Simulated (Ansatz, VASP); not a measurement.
## Al32O47 (V_O): VASP beside Ansatz

Wanted: the spread between two codes on one cell, functional and k mesh. The cell is taken from a series of runs on this material, whose earlier steps may have relaxed, scaled, displaced or heated it; both programs get it as it stands.

Method: plane waves, with VASP 6.6.1 beside it; single point at r2SCAN, in Ansatz 0.2.0.

**1. The starting structure**

The cell holds 79 atoms: 32 Al and 47 O. Its edges and angles: a = 10.280 Å, b = 10.280 Å, c = 10.280 Å, α = 55.3°, β = 55.3°, γ = 55.3°. It derives from Al2O3 (Al2O3 (R-3c)). Nearest the centre at fractional (0.625, 0.278, 0.472): Al2 at 1.75 Å, Al17 at 1.76 Å, Al23 at 1.98 Å, Al24 at 1.99 Å, O40 at 2.51 Å, O79 at 2.51 Å, O42 at 2.63 Å, O65 at 2.64 Å. The cell carries charge −1.

Coordinates:

```xyz
79
Lattice="4.7739 2.7562 8.6765 -4.7739 2.7562 8.6765 0.0000 -5.5124 8.6765" Properties=species:S:1:pos:R:3 pbc="T T T"
Al   -0.0043   -0.0001    8.4534
Al    0.0974    0.0030   11.1503
Al   -0.0021    0.0021    1.9314
Al   -0.0247   -0.0077    4.5940
Al   -0.0033   -2.7554   12.7817
Al   -0.0024   -2.7587   15.4408
Al    0.0079   -2.7533    6.2736
Al   -0.0042   -2.7603    8.9260
Al   -2.3865    1.3829   12.7774
Al   -2.3880    1.3827   15.4388
Al   -2.3858    1.3731    6.2671
Al   -2.3808    1.3759    8.9326
Al   -2.3851   -1.3785   17.1133
Al   -2.3879   -1.3752   19.7728
Al   -2.3655   -1.3592   10.6056
Al   -2.3855   -1.3739   13.2682
Al    2.3381    1.2970   12.7262
Al    2.3914    1.3831   15.4229
Al    2.3827    1.3781    6.2675
Al    2.3895    1.3814    8.9266
Al    2.3857   -1.3736   17.1139
Al    2.3849   -1.3747   19.7753
Al    2.3839   -1.3781   10.5983
Al    2.3906   -1.3740   13.2777
Al    0.0057    2.7583   17.1119
Al    0.0033    2.7608   19.7710
Al   -0.0012    2.7565   10.6067
Al    0.0026    2.7588   13.2696
Al    0.0001    0.0037   21.4564
Al    0.0017   -0.0004   24.1159
Al   -0.0019    0.0008   14.9497
Al    0.0045    0.0049   17.6087
O     0.9267   -1.3757    5.4267
O     1.6555    0.1181    7.5997
O    -1.6705   -0.1200    5.4265
O     0.7260    1.4929    5.4248
O    -0.7291   -1.4907    7.5998
O    -0.9261    1.3792    7.6003
O     0.9292   -4.1302    9.7742
O     1.6554   -2.6208   11.9409
O    -1.6566   -2.8672    9.7729
O     0.7373   -1.2712    9.7547
O    -0.7329   -4.2464   11.9379
O    -0.9157   -1.3723   11.9425
O    -1.4454    0.0100    9.7731
O    -0.7245    1.4985   11.9416
O    -4.0428    1.2674    9.7694
O    -1.6578    2.8733    9.7717
O    -3.1145   -0.1090   11.9382
O    -3.3199    2.7606   11.9379
O    -1.4609   -2.7543   14.1068
O    -0.7279   -1.2633   16.2770
O    -4.0463   -1.4902   14.1020
O    -1.6573    0.1173   14.1068
O    -3.1156   -2.8695   16.2764
O    -3.3110   -0.0029   16.2717
O     3.3118    0.0060    9.7759
O     4.0356    1.4864   11.9337
O     0.7383    1.2747    9.7647
O     3.1163    2.8733    9.7694
O     1.4538    2.7563   11.9347
O     3.3142   -2.7565   14.1040
O     4.0472   -1.2670   16.2810
O     0.7281   -1.4857   14.1002
O     3.1214    0.1054   14.1214
O     1.6588   -2.8650   16.2709
O     1.4592    0.0048   16.2765
O     0.9161    1.3775   14.1116
O     1.6578    2.8711   16.2758
O    -1.6583    2.6455   14.1047
O     0.7298    4.2519   14.1045
O    -0.7329    1.2665   16.2818
O    -0.9267    4.1344   16.2757
O     0.9273   -1.3742   18.4480
O     1.6584    0.1225   20.6148
O    -1.6545   -0.1129   18.4487
O     0.7334    1.4972   18.4514
O    -0.7331   -1.4838   20.6146
O    -0.9428    1.3917   20.6118
```

**2. Ansatz: single point, r2SCAN**

Ansatz runs on its default PAW (the set named soft_2) files.

A single point gives forces, pressure and levels at one fixed geometry, so differences don't come from the geometry; what else differs is listed under the comparison.

Contents of input.yaml:

```yaml
crystal:
  checkpoint: "../qm1_M1.relax.run"
  host: checkpoint
total_charge: -1
basis:
  ecutwfc: 500
  xc_grid: 2
hamiltonian:
  xc: r2scan
kpoints:
  mp_grid: { grid: [1, 1, 1], shift: [0.25, 0.25, 0.25] }
magnetization:
  spin_polarized: true
  initial_magnetization: 1
  spin_locking: { lock_magnetization: hard }
scf:
  occupations: { method: fermi_dirac, width: 0.01 }
  max_iter: 80
output:
  forces: true
  eigenvalues: true
  charged_corrections:
    epsilon: [3.3, 3.3, 3.26]
    static_epsilon: [9.72, 9.72, 11.81]
    defect_position: [0.625, 0.278073, 0.471927]
  eigenstates: { localisation: true }
  populations: true
  efg: {}
checkpoint:
  write: "../qm1_M1.r2scan.run"
  compress: false
  write_wavefunctions: false
  write_every: 100000
```

Launch:

```sh
$ ansatz run input.yaml --threads 8 --pin off --max-ram 22609MiB --backend cpu --events-out ev --progress --plain --runs-dir out
```

Numbers of over 12 decimals in the logs are rounded to 6 here.

The program printed:

```text
Warning: This run holds its total moment fixed (magnetization.spin_locking.lock_magnetization: hard) and mixes its density by anderson or broyden (scf.mixing.algorithm, typed or taken by auto). Slabs with a fixed moment have converged under broyden above another state at the same moment, at the default mixing steps and at smaller ones, and under scf.lower_state_search: standard, light or off a state that such a mixer [...]
crystal.checkpoint: the structure is that of <dir>, a `relax` run, at its step 5: its result, under pbesol at a charge of -1 e; 79 atoms read, 0 with a starting moment; this deck's functional is r2scan; no density is read with it (checkpoint.read); crystal.structure_sha256 for this input is
Engine: ansatz 0.2.0, aarch64-unknown-linux-gnu
Pseudopotentials: kind: paw
Pseudopotential: Al, paw, valence charge 3, recommended cutoff 500 eV (meta_gga), Al.paw.azcp
Pseudopotential: O, paw, valence charge 6, recommended cutoff 500 eV (meta_gga), O.paw.azcp
Functional definition: r2SCAN
  parameter k0 = 0.174
  parameter k1 = 0.065
  parameter a1 = 4.9479
  exchange = r2scan_x(k0 = k0, k1 = k1, a1 = a1)
  correlation = r2scan_c
Crystal: 79 atoms, lattice volume = 684.980 Å³
Basis set: ecut = 500 eV, 17407 PW (Γ), exchange–correlation on 150×150×150 points (8 copies of the dense FFT grid, shifted against one another)
Bands: 269, of which v1, the nominal top of the filled ones, is band 190 counted from 1 (189 counted from 0)
Symmetry: 1 space group operations
Space group: P1 (ITA 1), of the structure as read, at distance tolerance 8.8e-5 Å
Magnetic group: BNS 1.1 (UNI 1), of the structure as read, at distance tolerance 8.8e-5 Å
k-points: 1
Non-local potential: Al, projectors of the file, l = 0: 2, l = 1: 2, l = 2: 1
Non-local potential: O, projectors of the file, l = 0: 2, l = 1: 2, l = 2: 1
PAW form: soft (Blöchl's): semilocal exchange-correlation on the pseudo side does not see the compensation charge
PAW frozen core: Al, regenerated for the run's functional (the file was generated under x = pbe(κ = 0.804, μ = 0.219515), c = pbe(β = 0.066725))
PAW frozen core: O, regenerated for the run's functional (the file was generated under x = pbe(κ = 0.804, μ = 0.219515), c = pbe(β = 0.066725))
PAW one-centre angular grid: Al, 302 points (default); XC on 160 Gauss nodes
PAW one-centre angular grid: O, 302 points (default); XC on 160 Gauss nodes
Initial density: superposition of atomic densities (chi_scale 0.1, normalization cell, long waves kept (reshape's long-wave potential 0.20 eV rms))
Starting moments: Σ|m| = 1 μB on 79 of 79 sites
Initial wavefunctions: pseudopotential atomic-orbital guess
Functional: x = r2scan, c = r2scan; τ floored in thin density (d = 2e-4 eV/Å³)
SCF iter   1: F=—  HF=-44149.468146 eV  |F-HF|=—  |Δ(HF+E_count)|=         —  Δρ=6.00e-2 (↑5.93e-2 ↓6.00e-2)  dr2=9.62e1  dr2_τ=3.42e0  dr2_m=1.21e-2  M=1.000 μB ∫|m|=1.002 μB  β_m=1.20  ethr=3.10e-3  ⟨swp⟩=6.0  Hψ=2322  notcnv=0  defer=113
preconditioner: auto → Resta (q_TF=auto, 2.472 Å⁻¹)  ε∞=3.0  [insulator: Δε(μ)=0.462 eV  Ē_g=19.361 eV  σ=0.010 eV  W_gap=1.00  n_scr=174 (ndim 8)  ℏωp=27.5 eV  f_vac=0.000  D(μ)=0.00/eV (n_scr^D=0)  ε∞_Penn≈3.0]
spin=Collinear: Resta preconditioning applied to the charge; magnetization (m = ρ↑ − ρ↓) channel mixes plain (no charge-response kernel on spin).
SCF iter   2: F=—  HF=-44137.163804 eV  |F-HF|=—  |Δ(HF+E_count)|=    1.23e1  Δρ=3.18e-2 (↑3.18e-2 ↓3.14e-2)  dr2=2.85e1  dr2_τ=2.96e-1  dr2_m=2.06e-2  M=1.000 μB ∫|m|=1.063 μB  β_m=1.20  ethr=3.10e-3  ⟨swp⟩=3.0  Hψ=1017  notcnv=0  defer=145  κ⁻¹=1.0e0(r=1)
SCF iter   3: F=—  HF=-44136.714817 eV  |F-HF|=—  |Δ(HF+E_count)|=   4.49e-1  Δρ=1.73e-2 (↑1.71e-2 ↓1.73e-2)  dr2=5.21e0  dr2_τ=8.42e-2  dr2_m=2.76e-3  M=1.000 μB ∫|m|=1.169 μB  β_m=1.20  ethr=3.10e-3  ⟨swp⟩=3.5  Hψ=1106  notcnv=0  defer=148  κ⁻¹=6.8e-2(r=2)
SCF iter   4: F=—  HF=-44136.706303 eV  |F-HF|=—  |Δ(HF+E_count)|=   8.51e-3  Δρ=1.06e-2 (↑1.05e-2 ↓1.06e-2)  dr2=1.21e0  dr2_τ=3.91e-2  dr2_m=1.44e-2  M=1.000 μB ∫|m|=1.187 μB  β_m=1.20  ethr=1.38e-3  ⟨swp⟩=3.0  Hψ=662  notcnv=0  defer=149  κ⁻¹=2.0e-2(r=3)
SCF iter   5: F=—  HF=-44136.909426 eV  |F-HF|=—  |Δ(HF+E_count)|=   2.03e-1  Δρ=5.43e-3 (↑5.43e-3 ↓4.93e-3)  dr2=6.45e-1  dr2_τ=8.67e-3  dr2_m=6.26e-3  M=1.000 μB ∫|m|=1.108 μB  β_m=1.20  ethr=3.19e-4  ⟨swp⟩=3.5  Hψ=661  notcnv=0  defer=150  κ⁻¹=6.8e-4(r=4)
[...]
electrostatic potential = -625.309543 V   contact ρ = 2149.461167 e/Å³   contact ρ_s (e/Å³): all electrons +0.312182, valence +0.299832
  atom  79  O  V_zz =    -4.384102   η = 0.3039   by run symmetry: allowed
            electrostatic potential = -625.250047 V   contact ρ = 2149.695117 e/Å³   contact ρ_s (e/Å³): all electrons +0.233386, valence +0.238068
--- Charged-cell corrections in eV (Makov–Payne, q = -1.000 e, ε = [3.300, 3.300, 3.260] of the electrons, [9.720, 9.720, 11.810] with the ions) ---
  F (periodic)     = -44136.864627  (uncorrected; the corrections below are reported, never added to it)
  E_corr1          = +0.716321  (monopole, q²α_M/2ε̄L, of the cell on which ε is isotropic)
  F Makov-Payne    = n/a  (the rows are of the electrons' constant alone; ansatz place-levels tells what screens the charge)
  no potential alignment in this run, which stands beside a crystal: run the host's input off ansatz write-host-input, and read the two finished runs by ansatz place-levels (neither reads a slab, a wire or a sheet, whose cell leaves a vacuum)
--- Band table (eV) ---
  k-point 0 ↑: bands = [... 186 lower, 7.0264, 7.0626, 9.7176, 14.4503, 14.9364, 15.3116, 15.6611, 16.2149, ... 75 higher]
  k-point 0 ↓: bands = [... 186 lower, 7.0413, 7.0766, 9.9493, 14.5954, 15.3352, 15.3939, 15.7059, 16.3393, ... 75 higher]
--- Löwdin populations: 79 sites ---
  site symbol       q [e]    m [muB]
     0     Al      1.6675     0.0129
     1     Al      1.9654     0.0642
     2     Al      1.6678     0.0148
     3     Al      1.6668     0.0119
     4      O      6.8425     0.0064
     5      O      6.8423     0.0070
     6      O      6.8471     0.0063
     7      O      6.8411     0.0060
     8      O      6.8427     0.0105
     9      O      6.8422     0.0066
    10     Al      1.6659     0.0138
    11     Al      1.6670     0.0157
    12     Al      1.6711     0.0203
    13     Al      1.6711     0.0203
    14      O      6.8423     0.0062
    15      O      6.8380     0.0073
    16      O      6.8425     0.0064
    17      O      6.8450     0.0224
    18      O      6.8414     0.0044
    19      O      6.8382     0.0050
    20     Al      1.6678     0.0120
    21     Al      1.6650     0.0136
    22     Al      1.6668     0.0137
    23     Al      1.6668     0.0137
[...]
71     Al      1.6631     0.0125
    72     Al      1.6664     0.0139
    73      O      6.8422     0.0060
    74      O      6.8403     0.0038
    75      O      6.8445     0.0061
    76      O      6.8411     0.0060
    77      O      6.8410     0.0038
    78      O      6.8380     0.0073
  spilling = 0.008369 (of n_electrons = 379.000000)
```

The column dr2 measures how far the density is from self-consistency, as an energy; F and HF (Harris–Foulkes) agree once it is small.

**3. VASP: single point, r2SCAN**

The same cell, functional, mesh and smearing now go to VASP, with its own data sets.

Lines of VASP's logs that name or quote its potential files are left out, and so is its time.

Contents of INCAR:

```
SYSTEM = Al32O47
PREC = Accurate
ENCUT = 580
EDIFF = 1E-06
NELM = 200
ISMEAR = -1
SIGMA = 0.01
LREAL = Auto
ALGO = Normal
METAGGA = R2SCAN
LASPH = .TRUE.
NELECT = 379
NBANDS = 248
ISPIN = 2
MAGMOM = 0 0.01 0 0 0 0 0.01 0.01 0 0 0 0 0 0 0 0 0.01 0 0 0 0 0 0.01 0.01 0 0 0 0 0 0 0 0 0.01 0.01 0 0.01 0.01 0.01 0.01 0.01 0.01 0.02 0 0.01 0 0 0.01 0 0 0 0.01 0.01 0.01 0 0.01 0.01 0.01 0.01 0.01 0 0 0 0.01 0.01 0.02 0.01 0.01 0.01 0.01 0 0 0.01 0.01 0 0 0 0.01 0 0.01
LORBIT = 11
LWAVE = .FALSE.
LCHARG = .FALSE.
ISIF = 2
ISYM = 0
NUPDOWN = 1
GGA_COMPAT = .FALSE.
LMIXTAU = .TRUE.
NCORE = 2
```

Contents of POSCAR:

```
Al32O47
1.0
    4.7738674274      2.7561936443      8.6765380597
   -4.7738674274      2.7561936443      8.6765380597
    0.0000000000     -5.5123872885      8.6765380597
Al O
32 47
Direct
    0.3243075626      0.3252001741      0.3247732066
    0.4387501035      0.4183475619      0.4280085469
    0.0741133976      0.0745478197      0.0739434634
    0.1734374137      0.1786125143      0.1774295469
    0.3240823103      0.3247736292      0.8242768270
    0.4261303418      0.4266308833      0.9268427527
    0.0753554235      0.0737037826      0.5739974568
    0.1755619392      0.1764422643      0.6767502357
    0.3245446241      0.8244605106      0.3236384454
    0.4266310745      0.9268493632      0.4258974993
    0.0739178330      0.5736782275      0.0747132810
    0.1770120012      0.6757257139      0.1767696897
    0.3242879320      0.8239070620      0.8241711182
    0.4263726961      0.9265656053      0.9259385108
    0.0775019380      0.5730076991      0.5718229286
    0.1768079249      0.6765040510      0.6758929812
    0.8122278926      0.3224610678      0.3320489548
    0.9266148558      0.4256865888      0.4252410383
    0.5736743313      0.0745557491      0.0741191380
    0.6767413328      0.1762066553      0.1758673223
    0.8242908680      0.3245421334      0.8235971126
    0.9263829851      0.4268095213      0.9259724956
    0.5735127654      0.0741464138      0.5738297222
    0.6773966579      0.1766296295      0.6762709279
    0.8247896069      0.8236039248      0.3238099297
    0.9268448163      0.9261595328      0.4256662141
    0.5740461694      0.5743015188      0.0741117475
    0.6768802213      0.6763453100      0.1761363409
    0.8245448089      0.8245155959      0.8238670134
    0.9266347877      0.9262709490      0.9265319015
    0.5741763306      0.5745824653      0.5742400471
    0.6772562807      0.6763160838      0.6758893750
    0.2223502423      0.0282379423      0.3748615334
    0.4724905386      0.1257147417      0.2776858657
    0.0262509030      0.3761817016      0.2229889212
    0.3747204230      0.2226523643      0.0278537723
    0.1254584431      0.2781863578      0.4722565724
    0.2783907424      0.4723898237      0.1251846808
    0.2230670061      0.0284330723      0.8750043220
    0.4736407132      0.1268814979      0.7757027032
    0.0285700298      0.3755796789      0.7222090112
    0.3751065940      0.2206687615      0.5284905378
    0.1250849796      0.2786154595      0.9721881697
    0.2799112782      0.4717331284      0.6247662739
    0.2246791673      0.5274492380      0.3742582010
    0.4734982834      0.6252656498      0.2775454876
    0.0285329243      0.8753867253      0.2220335391
    0.3755210695      0.7227932648      0.0279046856
    0.1258429394      0.7782517383      0.4718237202
    0.2778462287      0.9732771949      0.1247605785
    0.2223914465      0.5284104634      0.8750544828
    0.4726982499      0.6251732607      0.7781031570
    0.0278588488      0.8754462918      0.7219980452
    0.3754608118      0.7226269519      0.5277648589
    0.1254635814      0.7781104797      0.9723335748
    0.2781621858      0.9717303579      0.6254707497
    0.7228061745      0.0290608175      0.3748438428
    0.9710198118      0.1256726860      0.2787036635
    0.5295419702      0.3748926814      0.2209814580
    0.8754626696      0.2226751623      0.0278190235
    0.7774397485      0.4729067475      0.1251629542
    0.7222724417      0.0280442151      0.8752130273
    0.9727555312      0.1249723737      0.7787135139
    0.5281133613      0.3756023888      0.7213754814
    0.8758079337      0.2219606938      0.5297644251
    0.6255865185      0.2781018065      0.9715841637
    0.7784324610      0.4727598892      0.6247302248
    0.7213889590      0.5294816825      0.3755422942
    0.9725370410      0.6252613729      0.2780470740
    0.5281655709      0.8755281031      0.2219242424
    0.8754093041      0.7225455425      0.0276345256
    0.6253304051      0.7788625913      0.4723425018
    0.7782237862      0.9723413748      0.1252650668
    0.7227521110      0.5285175544      0.8749222450
    0.9730792786      0.6256890726      0.7771544720
    0.5286489624      0.8752144723      0.7224086771
    0.8762084036      0.7225876237      0.5277871986
    0.6254612522      0.7790231659      0.9714204720
    0.7772767283      0.9747610525      0.6235440646
```

Contents of KPOINTS:

```
Points of the shifted mesh
1
Reciprocal
 0.2500000000  0.2500000000  0.2500000000 1
```

Potentials, in the order of the species: Al and O (PBE family, release 64).

Launch:

```sh
$ mpirun -np 8 vasp_std
```

The program printed:

```text
[banner, memory and clock lines left out]
running    8 mpi-ranks, on    1 nodes
[...]
|                                                                             |
|               ----> ADVICE to this user running VASP <----                  |
|                                                                             |
|     You enforced a specific xc type in the INCAR file but a different       |
|     [... a line on the potential file left out ...]
|     I HOPE YOU KNOW WHAT YOU ARE DOING!                                     |
|                                                                             |

 LDA part: xc-table for (None), standard interpolation
 POSCAR, INCAR and KPOINTS ok, starting setup
[...]
entering main loop
       N       E                     dE             d eps       ncg     rms          rms(c)
DAV:   1     0.202417383479E+04    0.20242E+04   -0.22020E+05   992   0.164E+03
DAV:   2    -0.755386157323E+03   -0.27796E+04   -0.27107E+04  1184   0.344E+02
DAV:   3    -0.913403113133E+03   -0.15802E+03   -0.15717E+03  1208   0.843E+01
DAV:   4    -0.915222688819E+03   -0.18196E+01   -0.18143E+01  1192   0.976E+00
DAV:   5    -0.915249365751E+03   -0.26677E-01   -0.26653E-01  1192   0.115E+00BRMIX: very serious problems
 the old and the new charge density differ
 old charge density:   378.00000 new  379.00000
    0.496E+01
DAV:   6    -0.788087537349E+03    0.12716E+03   -0.18418E+02  1136   0.248E+01    0.195E+01
DAV:   7    -0.743695466518E+03    0.44392E+02   -0.16780E+01  1160   0.110E+01    0.115E+01
DAV:   8    -0.799690157026E+03   -0.55995E+02   -0.18640E+01  1056   0.964E+00    0.465E+00
DAV:   9    -0.740855507942E+03    0.58835E+02   -0.11149E+01  1032   0.825E+00    0.145E+00
[...]
DAV:  23    -0.743647861531E+03   -0.16219E-04   -0.89409E-06  1056   0.829E-03    0.501E-03
DAV:  24    -0.743647865505E+03   -0.39744E-05   -0.29027E-06   872   0.471E-03    0.161E-03
DAV:  25    -0.743647865693E+03   -0.18769E-06   -0.77072E-07   616   0.254E-03
   1 F= -.74364787E+03 E0= -.74364787E+03  d E =-.233487E-10  mag=     1.0000
```

Parts of OUTCAR (step 3):

```text
  FREE ENERGIE OF THE ION-ELECTRON SYSTEM (eV)
  ---------------------------------------------------
  free  energy   TOTEN  =      -743.6478656926 eV

  energy  without entropy=     -743.6478656926  energy(sigma->0) =     -743.64786569

 magnetization (x)
# of ion       s       p       d       tot
------------------------------------------
    1        0.007   0.000   0.000   0.007
    2        0.019   0.011   0.000   0.029
    3        0.004   0.001   0.000   0.005
    4        0.004   0.000   0.000   0.005
    5        0.004   0.000   0.000   0.005
    6        0.007   0.001   0.000   0.008
    7        0.011   0.002   0.000   0.012
    8        0.011   0.002   0.000   0.012
    9        0.004   0.000   0.000   0.004
   10        0.006   0.000   0.000   0.006
   11        0.006   0.000   0.000   0.007
   12        0.006   0.000   0.000   0.007
   13        0.006   0.000   0.000   0.007
[...]
--------------------------------------------------
tot          0.443   0.097   0.000   0.540
```

The cell is charged against a uniform background.

The run ends at a pressure of 2.11 GPa, with forces up to 0.53 eV/Å.

**4. Side by side**

Known differences besides the potentials themselves: VASP starts from the moments at which Ansatz ended; VASP keeps PBE cores, Ansatz makes them for the functional; the cutoff is 500 eV in Ansatz and 580 eV in VASP (PREC = Accurate, projectors in real space). Total energies have different zeros and are not compared.

The two programs side by side:

```csv
quantity,Ansatz,VASP,difference
"total moment, fixed by the input (μB)",1.00,1.00,0.00
```

Forces on 7 of the 79 atoms, those with the largest forces and the largest differences (eV/Å; atoms numbered as in POSCAR):

```csv
atom,"Ansatz x, y, z","VASP x, y, z"
Al2,"0.204, -0.102, -0.076","0.220, -0.112, -0.099"
Al17,"-0.013, -0.229, 0.076","-0.011, -0.249, 0.100"
Al23,"-0.248, 0.197, 0.102","-0.269, 0.213, 0.129"
Al24,"-0.046, 0.312, -0.101","-0.049, 0.338, -0.130"
O42,"-0.155, -0.275, -0.364","-0.178, -0.285, -0.403"
O59,"-0.031, 0.188, -0.136","-0.042, 0.191, -0.150"
O65,"0.315, -0.003, 0.365","0.336, 0.012, 0.403"
```

The forces differ by 12 meV/Å r.m.s., which is 14.2 % of the r.m.s. force of 0.083 eV/Å (both taken over all components). The cell carries a charge of -1 e against a uniform background, so its pressure also hangs on how the neutralising background is counted, and in a defect's cell a gap may be the spacing between its levels.

**5. Outcome**

```yaml
r_m_s_force_difference_single_point_r2scan: 12 meV/Å
```

What this shows: The r.m.s. force difference is 12 meV/Å (single point, r2SCAN), at about the 12 meV/Å picked in this series as the mark of a large difference. How closely two codes agree says nothing of how well the functional describes the real material.

[Lines on the potential files, build, host, timing and source positions are cut from VASP's logs without a mark.]

[Logs are printed without paths, hosts, clocks, repeated set-up lines and the standing remarks that a program may print on its own settings, such as how far it seeks lower states.]

[Hosts, paths, dates, database ids (printed as entryN), source tags and the programs' standing remarks are cut or masked in the printed files.]
